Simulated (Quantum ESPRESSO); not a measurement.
# H (P-1) in Quantum ESPRESSO: a series of runs

The runs below take H through relaxation of the atoms, with RPBE, PBE+D3.

Program: Quantum ESPRESSO 7.5. These are calculated values, not measurements. Logs are shortened: lines on timing, memory, paths and dates and some standing lists are left out, and cuts for length are marked.

### 1 Starting point

The typed cell holds 2 atoms: a = 3.156 Å, b = 3.156 Å, c = 3.156 Å, α = 115.18°, β = 115.18°, γ = 98.58°.

### 2 Relaxation of the atoms, RPBE

Contents of pw.in:

```
&CONTROL
  calculation = 'relax'
  prefix = 'pwscf'
  outdir = './tmp'
  pseudo_dir = './pseudo'
  tprnfor = .true.
  disk_io = 'low'
  nstep = 40
  forc_conv_thr = 0.0004
  etot_conv_thr = 1d-05
/
&SYSTEM
  ibrav = 0
  nat = 2
  ntyp = 1
  ecutwfc = 85
  nbnd = 6
  input_dft = 'rpbe'
  occupations = 'smearing'
  smearing = 'fd'
  degauss = 0.01469973
/
&ELECTRONS
  conv_thr = 1d-12
  electron_maxstep = 120
  mixing_beta = 0.5
  startingwfc = 'atomic'
/
&IONS
  ion_dynamics = 'bfgs'
/
ATOMIC_SPECIES
H      1.0080 H.upf
CELL_PARAMETERS angstrom
  -1.6915344700    1.6915344700    2.0584739900
   1.6915344700   -1.6915344700    2.0584739900
   1.6915344700    1.6915344700   -2.0584739900
ATOMIC_POSITIONS crystal
H      0.8949459700    0.8814945800    0.9798992200
H      0.1050540300    0.1185054200    0.0201007800
K_POINTS automatic
8 8 9 0 0 0
```

Potentials or basis: PseudoDojo 0.4.1 SR LDA standard.

On the command line:

```
> OMP_NUM_THREADS=1 pw.x -in pw.in > pw.out
```

pw.out:

```text
This program is part of the open-source Quantum ESPRESSO suite
     for quantum simulation of materials; please cite
         "P. Giannozzi et al., J. Phys.:Condens. Matter 21 395502 (2009);
         "P. Giannozzi et al., J. Phys.:Condens. Matter 29 465901 (2017);
         "P. Giannozzi et al., J. Chem. Phys. 152 154105 (2020);
     in publications or presentations arising from this work. More details at

     IMPORTANT: XC functional enforced from input :
     Exchange-correlation= RPBE
                           (   1   4  44   4   0   0   0)
     Any further DFT definition will be discarded
     Please, verify this is what you really want

     Message from routine setup:
     using ibrav=0 with symmetry is DISCOURAGED, use correct ibrav instead

     G-vector sticks info
     --------------------
     sticks:   dense  smooth     PW     G-vecs:    dense   smooth      PW
     Sum         953     953    299                16871    16871    3077

     Using Slab Decomposition

     bravais-lattice index     =            0
     lattice parameter (alat)  =       5.9638  a.u.
     unit-cell volume          =     158.9878 (a.u.)^3
     number of atoms/cell      =            2
     number of atomic types    =            1
     number of electrons       =         2.00
     number of Kohn-Sham states=            6
     kinetic-energy cutoff     =      85.0000  Ry
     charge density cutoff     =     340.0000  Ry
     scf convergence threshold =      1.0E-12
     mixing beta               =       0.5000
     number of iterations used =            8  plain     mixing
     energy convergence thresh.=      1.0E-05
     force convergence thresh. =      4.0E-04
     Exchange-correlation= RPBE
                           (   1   4  44   4   0   0   0)
     nstep                     =           40

     celldm(1)=   5.963843  celldm(2)=   0.000000  celldm(3)=   0.000000
     celldm(4)=   0.000000  celldm(5)=   0.000000  celldm(6)=   0.000000

     crystal axes: (cart. coord. in units of alat)
               a(1) = (  -0.535986   0.535986   0.652256 )
               a(2) = (   0.535986  -0.535986   0.652256 )
               a(3) = (   0.535986   0.535986  -0.652256 )

     reciprocal axes: (cart. coord. in units 2 pi/alat)
               b(1) = ( -0.000000  0.932860  0.766570 )
               b(2) = (  0.932860 -0.000000  0.766570 )
               b(3) = (  0.932860  0.932860  0.000000 )

     PseudoPot. # 1 for H  read from file:
     H.upf
     Pseudo is Norm-conserving, Zval =  1.0
     Generated using ONCVPSP code by D. R. Hamann
     Using radial grid of 1180 points,  3 beta functions with:
                l(1) =   0
                l(2) =   0
                l(3) =   1

     atomic species   valence    mass     pseudopotential
     H                 1.00     1.00800     H ( 1.00)

      2 Sym. Ops., with inversion, found

   Cartesian axes

     site n.     atom                  positions (alat units)
         1        H      tau(   1) = (   0.5180026   0.5324221   0.5195488  )
         2        H      tau(   2) = (   0.0179835   0.0035640   0.1327071  )

     number of k points=  1069  Fermi-Dirac smearing, width (Ry)=  0.0147

     Number of k-points >= 100: set verbosity='high' to print them.

     Dense  grid:    16871 G-vectors     FFT dimensions: (  36,  36,  36)

     Initial potential from superposition of free atoms

     starting charge       2.0000, renormalised to       2.0000
     Starting wfcs are    2 atomic +    4 random wfcs

     Self-consistent Calculation

     iteration #  1     ecut=    85.00 Ry     beta= 0.50
     Davidson diagonalization with overlap
     ethr =  1.00E-02,  avg # of iterations =  6.2

     total energy              =      -2.34817608 Ry
     estimated scf accuracy    <       0.09685960 Ry

     iteration #  2     ecut=    85.00 Ry     beta= 0.50
     Davidson diagonalization with overlap
     ethr =  4.84E-03,  avg # of iterations =  1.0
[... 4 lines left out ...]
     iteration #  3     ecut=    85.00 Ry     beta= 0.50
     Davidson diagonalization with overlap
     ethr =  7.60E-04,  avg # of iterations =  1.0

     total energy              =      -2.34479122 Ry
     estimated scf accuracy    <       0.00003376 Ry

     iteration #  4     ecut=    85.00 Ry     beta= 0.50
     Davidson diagonalization with overlap
     c_bands:  1 eigenvalues not converged
     c_bands:  1 eigenvalues not converged
     ethr =  1.69E-06,  avg # of iterations =  4.5

     total energy              =      -2.34478787 Ry
     estimated scf accuracy    <       0.00003765 Ry

     iteration #  5     ecut=    85.00 Ry     beta= 0.50
     Davidson diagonalization with overlap
     ethr =  1.69E-06,  avg # of iterations =  1.0

     total energy              =      -2.34479098 Ry
     estimated scf accuracy    <       0.00000024 Ry
[... 45 lines left out ...]
     Forces acting on atoms (cartesian axes, Ry/au):

     atom    1 type  1   force =     0.01428636    0.00283374    0.10338932
     atom    2 type  1   force =    -0.01428636   -0.00283374   -0.10338932

     Total force =     0.147658     Total SCF correction =     0.000000

     BFGS Geometry Optimization
     Energy error            =      2.2E-02 Ry
     Gradient error          =      1.0E-01 Ry/Bohr

     number of scf cycles    =   1
     number of bfgs steps    =   0

     energy             new  =      -2.3447910279 Ry

     new trust radius        =       0.1044101597 bohr
     new conv_thr            =            1.0E-12 Ry
[... 79 lines left out ...]
     Total force =     0.015241     Total SCF correction =     0.000000
     Energy error            =      1.1E-02 Ry
     Gradient error          =      1.1E-02 Ry/Bohr

     number of scf cycles    =   2
     number of bfgs steps    =   1

     energy             old  =      -2.3447910279 Ry
     energy             new  =      -2.3559862443 Ry

     CASE: energy            _new < energy            _old

     new trust radius        =       0.0097681957 bohr
     new conv_thr            =            2.7E-13 Ry

ATOMIC_POSITIONS (crystal)
H                0.9073972694        0.8955983351        0.9823700739
H                0.0926027306        0.1044016649        0.0176299261

     NEW-OLD atomic charge density approx. for the potential

     Self-consistent Calculation
[... 71 lines left out ...]
     Total force =     0.005346     Total SCF correction =     0.000000
     Energy error            =      6.7E-05 Ry
     Gradient error          =      3.7E-03 Ry/Bohr

     number of scf cycles    =   3
     number of bfgs steps    =   2

     energy             old  =      -2.3559862443 Ry
     energy             new  =      -2.3560531686 Ry

     CASE: energy            _new < energy            _old

     new trust radius        =       0.0025357328 bohr
     new conv_thr            =            6.7E-14 Ry

ATOMIC_POSITIONS (crystal)
H                0.9077322845        0.8959972940        0.9824661213
H                0.0922677155        0.1040027060        0.0175338787

     NEW-OLD atomic charge density approx. for the potential

     Self-consistent Calculation
[... 61 lines left out ...]
     atom    1 type  1   force =     0.00023792    0.00004879    0.00006317
     atom    2 type  1   force =    -0.00023792   -0.00004879   -0.00006317

     Total force =     0.000355     Total SCF correction =     0.000000
     Energy error            =      9.9E-06 Ry
     Gradient error          =      2.4E-04 Ry/Bohr

     bfgs converged in   4 scf cycles and   3 bfgs steps
     (criteria: energy <  1.0E-05 Ry, force <  4.0E-04 Ry/Bohr)

     End of BFGS Geometry Optimization

     Final energy             =      -2.3560630629 Ry

Begin final coordinates

ATOMIC_POSITIONS (crystal)
H                0.9077322845        0.8959972940        0.9824661213
H                0.0922677155        0.1040027060        0.0175338787
End final coordinates

=------------------------------------------------------------------------------=
   JOB DONE.
=------------------------------------------------------------------------------=
```

It took 5.1 min on 1 thread of Intel Xeon Platinum 8375C at 2.90GHz (Ice Lake), shared host; peak memory 0.25 GiB.

What came out:

- Free energy: -32.0559 eV
- Energy gained by relaxing: 76.7 meV/atom
- Ionic steps: 4
- Largest force after relaxing: 0.006 eV/Å
- Band gap on the k mesh: 8.99 eV, indirect (least direct gap 9.71 eV)

Forces on the atoms (eV/Å):
```
H    0.006  0.001  0.002
H   -0.006 -0.001 -0.002
```

The path:
```tsv
step	energy change (eV)	largest force (eV/Å)
1	0.0000	2.6845
2	-0.1523	0.2771
3	-0.1532	0.0972
4	-0.1534	0.0065
```

Final structure:
```cif
data_structure
_symmetry_space_group_name_H-M 'P 1'
_symmetry_Int_Tables_number 1
_cell_length_a 3.1559
_cell_length_b 3.1559
_cell_length_c 3.1559
_cell_angle_alpha 115.178
_cell_angle_beta 115.178
_cell_angle_gamma 98.576
_cell_volume 23.56
loop_
_atom_site_label
_atom_site_type_symbol
_atom_site_fract_x
_atom_site_fract_y
_atom_site_fract_z
_atom_site_occupancy
H1 H 0.90773 0.89600 0.98247 1
H2 H 0.09227 0.10400 0.01753 1
```

Caveat: the potentials were made for another functional, which shifts forces and pressure; an odd mesh through Γ misses points on the zone boundary, where band edges often lie.

### 3 Relaxation of the atoms, PBE+D3

Contents of run.py:

```python
import numpy as np
from ase.calculators.espresso import Espresso, EspressoProfile
from ase.io import read

atoms = read('POSCAR')

input_data = {
    'control': {'calculation': 'scf', 'prefix': 'pwscf', 'outdir': './tmp', 'tprnfor': True, 'tstress': True, 'disk_io': 'low'},
    'system': {'ecutwfc': 45.0, 'ecutrho': 360.0, 'nbnd': 6, 'input_dft': 'pbe', 'occupations': 'smearing', 'smearing': 'mp', 'degauss': 0.00999582, 'vdw_corr': 'grimme-d3', 'dftd3_version': 3},
    'electrons': {'conv_thr': 4e-10, 'electron_maxstep': 120, 'mixing_beta': 0.5},
}
pseudopotentials = {'H': 'h_lda_v1.4.uspp.F.UPF'}
profile = EspressoProfile(command='pw.x', pseudo_dir='pseudo')
dft = Espresso(profile=profile, input_data=input_data, pseudopotentials=pseudopotentials, kpts=(8, 8, 9), koffset=(0, 0, 0))
atoms.calc = dft

from ase.optimize import FIRE
done = FIRE(atoms, trajectory='opt.traj').run(fmax=0.02, steps=30)
print('converged', done)
print(f'energy {atoms.get_potential_energy():.8f} eV')
print('forces (eV/A)')
print(np.round(atoms.get_forces(), 6))
print('stress (eV/A^3, Voigt)')
print(np.round(atoms.get_stress(), 8))
print(f'Fermi level {dft.get_fermi_level():.4f} eV')
```

Contents of POSCAR:

```
H
1.0
   -1.6915344700      1.6915344700      2.0584739900
    1.6915344700     -1.6915344700      2.0584739900
    1.6915344700      1.6915344700     -2.0584739900
H
2
Direct
    0.8949459700      0.8814945800      0.9798992200
    0.1050540300      0.1185054200      0.0201007800
```

Potentials or basis: GBRV 1.5 LDA.

On the command line:

```
> OMP_NUM_THREADS=1 python run.py
```

Run time: 6.4 min. Hardware: 1 thread of Intel Xeon Platinum 8375C at 2.90GHz (Ice Lake), shared host; peak memory 0.13 GiB.

The run converged. Its results:

```
Free energy                  : -31.7580 eV
Energy gained by relaxing    : 44.8 meV/atom
Ionic steps                  : 14
Pressure after relaxing      : 0.0 GPa
Largest force after relaxing : 0.009 eV/Å
Band gap on the k mesh       : 8.46 eV, indirect (least direct gap 9.23 eV)
```

Forces on the atoms (eV/Å):
```
H    0.006  0.001  0.006
H   -0.006 -0.001 -0.006
```

The path:
| step | energy change (eV) | largest force (eV/Å) |
| --- | --- | --- |
| 1 | 0.0000 | 1.8325 |
| 2 | -0.0574 | 1.2630 |
| 3 | -0.0855 | 0.5434 |
| 4 | -0.0868 | 0.4412 |
| 5 | -0.0886 | 0.2612 |
| 6 | -0.0895 | 0.0433 |
| 7 | -0.0891 | 0.1713 |
| 8 | -0.0891 | 0.1644 |
| 9 | -0.0892 | 0.1508 |
| 10 | -0.0893 | 0.1309 |
| 11 | -0.0894 | 0.1056 |
| 12 | -0.0894 | 0.0758 |
| 13 | -0.0895 | 0.0427 |
| 14 | -0.0895 | 0.0088 |

Final structure:
```
H
1.0
    -1.69153    1.69153    2.05847
     1.69153   -1.69153    2.05847
     1.69153    1.69153   -2.05847
H
2
Direct
  0.90530 0.89327 0.98203
  0.09470 0.10673 0.01797
```

Levels at points of the mesh, in eV from the valence-band top:
```csv
k point,band 1,band 2,band 3,band 4,band 5
"(0.00, 0.00, 0.00)",-2.41,13.62,16.69,23.39,23.42
"(0.00, -0.50, 0.00)",-0.76,8.46,16.80,19.16,20.12
"(-0.50, -0.50, 0.00)",-0.60,10.55,13.78,16.18,18.89
"(0.50, 0.00, -0.50)",-0.86,9.03,16.98,17.87,20.26
"(0.00, 0.50, -0.50)",-0.83,8.80,16.92,18.29,20.27
"(0.50, 0.00, 0.00)",-0.81,8.69,16.88,18.53,20.25
"(0.00, 1.00, -0.50)",-0.60,10.51,13.82,16.17,18.90
```

Caveat: the potentials were made for another functional, which shifts forces and pressure; this smearing can shift energies of a crystal with a gap; an odd mesh through Γ misses points on the zone boundary, where band edges often lie.

### 4 For comparison

An earlier run on the cell as given: functional PBE; potentials or basis SSSP 1.3 efficiency PBE; cutoff 816 eV; density cutoff 6531 eV; k mesh 10 × 10 × 11; occupations fermi-dirac, width 0.05 eV; no spin polarisation.

* Pressure: -4.3 GPa
* Largest force: 2.457 eV/Å
* Band gap on the k mesh: 7.49 eV, indirect (least direct gap 8.36 eV)

### 5 The runs side by side

```csv
task,level,potentials or basis,cell,k mesh,cutoff (eV),smearing,most ionic steps,forc conv thr,etot conv thr,ion dynamics,SCF threshold,other keys,gap on the mesh (eV),pressure (GPa),largest force (eV/Å)
relaxation of the atoms,RPBE,PseudoDojo 0.4.1 SR LDA standard,atoms relaxed,8 × 8 × 9,1156,fermi-dirac 0.2 eV,40,0.0004 Ry/bohr,1e-05 Ry,bfgs,1e-12 Ry,conv_thr = 1e-12; startingwfc = atomic; ecut_scale = 1.15,8.99,-,0.01
relaxation of the atoms,PBE+D3,GBRV 1.5 LDA,atoms relaxed,8 × 8 × 9,612,methfessel-paxton 0.136 eV,-,-,-,-,4e-10 Ry,-,8.46,0.0,0.01
single point,PBE,SSSP 1.3 efficiency PBE,as given,10 × 10 × 11,816,fermi-dirac 0.05 eV,-,-,-,-,4e-10 Ry,-,7.49,-4.3,2.46
```

Alike in all rows: no spin polarisation.

Caveats: an odd mesh through Γ misses points on the zone boundary, where band edges often lie; the potentials were made for another functional, which shifts forces and pressure (some runs); this smearing can shift energies of a crystal with a gap (some runs); forces of over 1 eV/Å show positions far from the minimum, so gaps and moduli don't describe the material at rest (some runs).

Total energies depend on the potentials used, so only differences within one code and one set of settings carry meaning.
